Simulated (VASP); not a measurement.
# SiC (Fm-3m) in VASP: a series of runs

The runs below take SiC through single point, relaxation of cell and atoms, with r2SCAN.

Program: VASP 6.6.1. These are calculated values, not measurements. Logs are shortened: lines on timing, memory, paths and dates and some standing lists are left out, and cuts for length are marked.

### Step 1. Starting point

The structure is cubic, space group Fm-3m (No. 225). The conventional cell has a = 4.025 Å, b = 4.025 Å, c = 4.025 Å, α = 90.00°, β = 90.00°, γ = 90.00°. Si (site symmetry m-3m) has 6 C at 2.01 Å as nearest neighbours. C (site symmetry m-3m) has 6 Si at 2.01 Å as nearest neighbours.

The cell was built by a generator and needn't be a form met in nature.

### Step 2. Single point, r2SCAN

File POSCAR:

```
SiC
1.0
    0.0000000000      2.0126571954      2.0126571954
    2.0126571954      0.0000000000      2.0126571954
    2.0126571954      2.0126571954      0.0000000000
Si C
1 1
Direct
    0.0000000000      0.0000000000      0.0000000000
    0.5000000000      0.5000000000      0.5000000000
```

File INCAR.step1:

```
SYSTEM = SiC
PREC = Accurate ; ENCUT = 520
ISMEAR = 0 ; SIGMA = 0.1
LREAL = .FALSE. ; LASPH = .TRUE.
NELM = 100 ; NBANDS = 11
GGA = PE ; ALGO = Normal
EDIFF = 1E-4 ; LWAVE = .TRUE.
LCHARG = .FALSE.
```

File INCAR.step2:

```
SYSTEM = SiC
PREC = Accurate ; ENCUT = 520
EDIFF = 1E-6 ; ISMEAR = 0
SIGMA = 0.1 ; LREAL = .FALSE.
LASPH = .TRUE. ; NELM = 100
ALGO = Normal ; ISIF = 2
LWAVE = .FALSE. ; LCHARG = .FALSE.
METAGGA = R2SCAN ; LMIXTAU = .TRUE.
NBANDS = 11 ; ISTART = 1
```

File KPOINTS:

```
Automatic mesh
0
G
  8 8 8
  0 0 0
```

Potentials or basis: VASP PAW PBE potentials, release 64 (Si, C).

On the command line:

```
cat potpaw_PBE.64/Si/POTCAR potpaw_PBE.64/C/POTCAR > POTCAR
cp INCAR.step1 INCAR
mpirun -np 1 vasp_std > vasp.out
cp INCAR.step2 INCAR
mpirun -np 1 vasp_std > vasp.out
```

OUTCAR:

```text
SYSTEM = SiC
   PREC = Accurate
   ENCUT = 520
   EDIFF = 1E-6
   ISMEAR = 0
   LREAL = .FALSE.
   LASPH = .TRUE.
   NELM = 100
   ISIF = 2
   METAGGA = R2SCAN
   ISTART = 1

 ion  position               nearest neighbor table
   1  0.000  0.000  0.000-   2 2.01   2 2.01   2 2.01   2 2.01   2 2.01   2 2.01
   2  0.500  0.500  0.500-   1 2.01   1 2.01   1 2.01   1 2.01   1 2.01   1 2.01

  LATTYP: Found a face centered cubic cell.
 ALAT       =     4.0253143908

  Lattice vectors:

 A1 = (   0.0000000000,   2.0126571954,   2.0126571954)
 A2 = (   2.0126571954,   0.0000000000,   2.0126571954)
 A3 = (   2.0126571954,   2.0126571954,   0.0000000000)

Analysis of symmetry for initial positions (statically):
=====================================================================
 Subroutine PRICEL returns:
 Original cell was already a primitive cell.

 Routine SETGRP: Setting up the symmetry group for a
 face centered cubic supercell.

 Subroutine GETGRP returns: Found 48 space group operations
 (whereof 48 operations were pure point group operations)
 out of a pool of 48 trial point group operations.

The static configuration has the point symmetry O_h .

Analysis of symmetry for dynamics (positions and initial velocities):
=====================================================================
 Subroutine PRICEL returns:
 Original cell was already a primitive cell.

 Routine SETGRP: Setting up the symmetry group for a
 face centered cubic supercell.

 Subroutine GETGRP returns: Found 48 space group operations
 (whereof 48 operations were pure point group operations)
 out of a pool of 48 trial point group operations.

The dynamic configuration has the point symmetry O_h .

 Subroutine INISYM returns: Found 48 space group operations
 (whereof 48 operations are pure point group operations),
 and found     1 'primitive' translations

----------------------------------------------------------------------------------------

                                     Primitive cell

  volume of cell :      16.3057

  direct lattice vectors                    reciprocal lattice vectors
     0.000000000  2.012657195  2.012657195    -0.248427800  0.248427800  0.248427800
     2.012657195  0.000000000  2.012657195     0.248427800 -0.248427800  0.248427800
     2.012657195  2.012657195  0.000000000     0.248427800  0.248427800 -0.248427800

  length of vectors
     2.846327102  2.846327102  2.846327102     0.430289572  0.430289572  0.430289572

  position of ions in fractional coordinates (direct lattice)
     0.000000000  0.000000000  0.000000000
     0.500000000  0.500000000  0.500000000

  ion indices of the primitive-cell ions
   primitive index   ion index
                 1           1
                 2           2

----------------------------------------------------------------------------------------

 KPOINTS: Automatic mesh

Automatic generation of k-mesh.
 Grid dimensions read from file:
 generate k-points for:    8    8    8

 Generating k-lattice:

  Cartesian coordinates                     Fractional coordinates (reciprocal lattice)
    -0.031053475  0.031053475  0.031053475     0.125000000  0.000000000  0.000000000
     0.031053475 -0.031053475  0.031053475     0.000000000  0.125000000  0.000000000
     0.031053475  0.031053475 -0.031053475     0.000000000  0.000000000  0.125000000

  Length of vectors
     0.053786197  0.053786197  0.053786197

  Shift w.r.t. Gamma in fractional coordinates (k-lattice)
     0.000000000  0.000000000  0.000000000

 Subroutine IBZKPT returns following result:
 ===========================================

 Found     29 irreducible k-points:

 Following reciprocal coordinates:
            Coordinates               Weight
  0.000000  0.000000  0.000000      1.000000
  0.125000  0.000000  0.000000      8.000000
  0.250000  0.000000  0.000000      8.000000
  0.375000  0.000000  0.000000      8.000000
  0.500000  0.000000  0.000000      4.000000
  0.125000  0.125000  0.000000      6.000000
[... 16 lines left out ...]
  0.500000  0.250000  0.125000     48.000000
 -0.375000  0.250000  0.125000     24.000000
 [... further k-points ...]
   k-points           NKPTS =     29   k-points in BZ     NKDIM =     29   number of bands    NBANDS=     11
   number of dos      NEDOS =    301   number of ions     NIONS =      2
   total plane-waves  NPLWV =  13824
   dimension x,y,z NGX =    24 NGY =   24 NGZ =   24
   dimension x,y,z NGXF=    48 NGYF=   48 NGZF=   48
   ions per type =               1   1
   NGX,Y,Z   is equivalent  to a cutoff of  14.02, 14.02, 14.02 a.u.
   NGXF,Y,Z  is equivalent  to a cutoff of  28.04, 28.04, 28.04 a.u.
 SYSTEM =  SiC
   PREC   = accura    normal or accurate (medium, high low for compatibility)
   ISTART =      1    job   : 0-new  1-cont  2-samecut
   ICHARG =      0    charge: 1-file 2-atom 10-const
   ISPIN  =      1    spin polarized calculation?
   LNONCOLLINEAR =      F non collinear calculations
   LSORBIT =      F    spin-orbit coupling
   LASPH  =      T    aspherical Exc in radial PAW
   ENCUT  =  520.0 eV  38.22 Ry    6.18 a.u.   5.29  5.29  5.29*2*pi/ulx,y,z
   NELM   =    100;   NELMIN=  2; NELMDL=  0     # of ELM steps
   EDIFF  = 0.1E-05   stopping-criterion for ELM
   LREAL  =      F    real-space projection
   EDIFFG = 0.1E-04   stopping-criterion for IOM
   NSW    =      0    number of steps for IOM
   IBRION =     -1    ionic relax: 0-MD 1-quasi-New 2-CG
   NFREE  =      0    steps in history (QN), initial steepest desc. (CG)
   ISIF   =      2    stress and relaxation
   ISYM   =      2    0-nonsym 1-usesym 2-fastsym
   POTIM  = 0.5000    time-step for ionic-motion
   TEBEG  =    0.0;   TEEND  =   0.0 temperature during run
   PSTRESS=    0.0 pullay stress
   NELECT =       8.0000    total number of electrons
   NUPDOWN=      -1.0000    fix difference up-down
   EMIN   =  10.00;   EMAX   =-10.00  energy-range for DOS
   EFERMI =   0.00;   METHOD = LEGACY
   ISMEAR =     0;   SIGMA  =   0.10  broadening in eV -4-tet -1-fermi 0-gaus
   EFERMI_NEDOS =   21; number of points for ismear=-14 and -15
   IALGO  =     38    algorithm
   IMIX   =      4    mixing-type and parameters
     AMIX     =   0.40;   BMIX     =  1.00
     AMIX_MAG =   1.60;   BMIX_MAG =  1.00
  volume/ion in A,a.u.               =       8.15        55.02
  Fermi-wavevector in a.u.,A,eV,Ry     =   1.291195  2.440004 22.683407  1.667183
  Thomas-Fermi vector in A             =   2.422979
   LORBIT       =      0    0 simple, 1 ext, 2 COOP (PROOUT), +10 PAW based schemes
   METAGGA = R2SCAN    functional components
   LHFCALC =     F    Hartree Fock is set to
   AEXX    =    0.0000 exact exchange contribution
   IVDW    =     0    specifies the selected vdW correction
   LEPSILON=     F    determine dielectric tensor
   LRPA    =     F    only Hartree local field effects (RPA)
 non-spin polarized calculation
 Gauss-broadening in eV      SIGMA  =   0.10
  energy-cutoff  :      520.00
  volume of cell :       16.31
 maximum number of plane-waves:       459
 NGX is ok and might be reduce to    24
   NGX = 11   NGY = 11   NGZ = 11

 number of electron       8.0000000 magnetization

 Free energy of the ion-electron system (eV)
  ---------------------------------------------------
  ext. energy  EPLUGINS =         0.00000000
  ---------------------------------------------------
  free energy    TOTEN  =       -17.65565864 eV

  energy without entropy =      -17.65439797  energy(sigma->0) =      -17.65502831

 E-fermi :  12.7786     XC(G=0): -13.5124

 val. band max:       12.7268336406   @ k =  -0.1250   0.1250   0.0000
 cond. band min:      12.9208715083   @ k =   0.3750   0.3750   0.0000
 fundamental gap:      0.1940378677
 Fermi energy:        12.7786012607

 k-point     1 :       0.0000    0.0000    0.0000
  band No.  band energies     occupation
      1      -6.9616      2.00000
      2      12.6941      1.76799
      3      12.6941      1.76799
      4      12.6941      1.76799
      5      21.1508      0.00000
      6      22.0893      0.00000
      7      22.0893      0.00000
      8      22.0893      0.00000
      9      26.6178      0.00000
     10      26.6178      0.00000
     11      26.6178      0.00000

 k-point     2 :       0.1250    0.0000    0.0000
  band No.  band energies     occupation
      1      -6.5600      2.00000
      2      10.6890      2.00000
      3      12.4458      2.00000
      4      12.4458      2.00000
      5      20.9585      0.00000
      6      22.4948      0.00000
      7      22.4948      0.00000
      8      22.7456      0.00000
      9      24.0579      0.00000
     10      24.0579      0.00000
     11      26.2663      0.00000

 k-point     3 :       0.2500    0.0000    0.0000
  band No.  band energies     occupation
      1      -5.3683      2.00000
      2       6.8702      2.00000
      3      11.9697      2.00000
      4      11.9697      2.00000
      5      19.9709      0.00000
      6      20.5803      0.00000
      7      20.5803      0.00000
      8      24.3893      0.00000
      9      25.8950      0.00000
     10      25.8950      0.00000
     11      25.9688      0.00000

 k-point     4 :       0.3750    0.0000    0.0000
  band No.  band energies     occupation
      1      -3.4490      2.00000
      2       3.0658      2.00000
      3      11.6139      2.00000
      4      11.6139      2.00000
      5      18.9770      0.00000
      6      18.9770      0.00000
      7      19.4138      0.00000
      8      23.8367      0.00000
      9      27.8972      0.00000
     10      29.3376      0.00000
     11      29.3376      0.00000
[... 239 lines left out ...]
 k-point    22 :       0.3750    0.2500    0.1250
  band No.  band energies     occupation
      1      -4.3260      2.00000
      2       7.0215      2.00000
      3       8.3729      2.00000
      4      11.0170      2.00000
      5      17.2280      0.00000
      6      20.1259      0.00000
      7      21.8732      0.00000
      8      24.7311      0.00000
      9      26.2100      0.00000
     10      30.0292      0.00000
     11      30.8581      0.00000

 k-point    23 :       0.5000    0.2500    0.1250
  band No.  band energies     occupation
      1      -2.4512      2.00000
      2       3.9473      2.00000
      3       7.6176      2.00000
      4       9.8332      2.00000
      5      17.1285      0.00000
      6      20.2173      0.00000
      7      22.1969      0.00000
      8      25.0601      0.00000
      9      27.7652      0.00000
     10      30.5944      0.00000
     11      31.9199      0.00000

 k-point    24 :      -0.3750    0.2500    0.1250
  band No.  band energies     occupation
      1      -0.7039      2.00000
      2       1.6216      2.00000
      3       7.6338      2.00000
      4       9.1933      2.00000
      5      17.1817      0.00000
      6      19.5720      0.00000
      7      23.3783      0.00000
      8      26.0954      0.00000
      9      28.2693      0.00000
     10      28.7949      0.00000
     11      32.8496      0.00000

 [... further k-points ...]
[... 5 lines left out ...]
  --------------------------------------------------------------------------------------
  -------------------------------------------------------------------------------------
  Total        0.0256225      0.0256225      0.0256225      0.0000000      0.0000000     -0.0000000
  in kB        2.5176330      2.5176330      2.5176330      0.0000000      0.0000000     -0.0000000
  external PRESSURE =       2.5176330 kB  Pullay stress =       0.0000000 kB

 VOLUME and BASIS-vectors are now :
 -----------------------------------------------------------------------------
  energy-cutoff  :      520.00
  volume of cell :       16.31
      direct lattice vectors                 reciprocal lattice vectors
     0.000000000  2.012657195  2.012657195    -0.248427800  0.248427800  0.248427800
     2.012657195  0.000000000  2.012657195     0.248427800 -0.248427800  0.248427800
     2.012657195  2.012657195  0.000000000     0.248427800  0.248427800 -0.248427800

 POSITION                                       TOTAL-FORCE (eV/Angst)
 -----------------------------------------------------------------------------------
      0.00000      0.00000      0.00000        -0.000000      0.000000      0.000000
      2.01266      2.01266      2.01266         0.000000     -0.000000      0.000000
 -----------------------------------------------------------------------------------
    total drift:                               -0.000000     -0.000000      0.000000

  FREE ENERGIE OF THE ION-ELECTRON SYSTEM (eV)
  ---------------------------------------------------
  free  energy   TOTEN  =       -17.6556586438 eV

  energy  without entropy=      -17.6543979665  energy(sigma->0) =      -17.65502831
```

Wall time 19 s (1 thread of Intel Xeon Platinum 8259CL at 2.50GHz (Skylake/Cascade Lake), shared host); peak memory 0.13 GiB.

What came out:

```yaml
Free_energy: -17.6557 eV
Pressure: 0.3 GPa
Band_gap_on_the_k_mesh: none (metal or under the smearing width)
```

Caveat: the PAW data sets were made with another functional, which shifts forces and pressure a little.

[end of part 1 of 2]
